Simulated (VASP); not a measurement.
Wanted: the native input for a VASP 6.6.1 run.

| Property | Result |
| --- | --- |
| Task | relaxation of cell and atoms |
| Functional | RPBE |
| Potentials or basis | VASP PAW PBE potentials, release 64 (C) |
| Cutoff | 600 eV |
| k mesh | 13 × 13 × 13 |
| Occupations | fermi-dirac, width 0.05 eV |
| Spin | no spin polarisation |
| Further INCAR settings | ALGO = Normal; EDIFF = 1e-07; IBRION = 2; EDIFFG = -0.01; NSW = 40; ISIF = 3 |

The structure of C lies in POSCAR:

```
C
1.0
    0.0000000000      1.7833700000      1.7833700000
    1.7833700000      0.0000000000      1.7833700000
    1.7833700000      1.7833700000      0.0000000000
C
2
Direct
    0.7500000000      0.7500000000      0.7500000000
    0.5000000000      0.5000000000      0.5000000000
```

This isn't the form of C at room conditions, which is graphite.

These files were run (other wordings do the same):

INCAR

```
PREC = Accurate ; ENCUT = 600
EDIFF = 1E-7 ; ISMEAR = -1
SIGMA = 0.05 ; LREAL = F
LASPH = T ; NELM = 100
ALGO = Normal ; ISIF = 3
LWAVE = F ; LCHARG = F
GGA = RP ; IBRION = 2
NSW = 40 ; EDIFFG = -0.01
```

KPOINTS

```
regular mesh
0
Gamma
  13 13 13
```

Potentials or basis: VASP PAW PBE potentials, release 64 (C).

Run with:

```sh
$ cat potpaw_PBE.64/C/POTCAR > POTCAR
$ mpirun -np 1 vasp_std > vasp.out
```

It gave:

The relaxed volume is 5.77 Å³/atom and the relaxed cell is a = 2.537 Å, b = 2.537 Å, c = 2.537 Å, α = 60.00°, β = 60.00°, γ = 60.00°. The space group after relaxing (to 0.05 Å) is Fd-3m (No. 227). The energy gained by relaxing is 2.4 meV/atom, the ionic steps are 3 and the pressure after relaxing is 0.0 GPa. The band gap on the k mesh is 4.10 eV, indirect (least direct gap 5.54 eV).

Caveat: the PAW data sets were made with another functional, which shifts forces and pressure a little; an odd mesh through Γ misses points on the zone boundary, where band edges often lie.

It took 20 s on 1 thread of Intel(R) Xeon(R) Platinum 8375C CPU @ 2.90GHz (Ice Lake), on a shared host, peak memory 0.12 GiB.
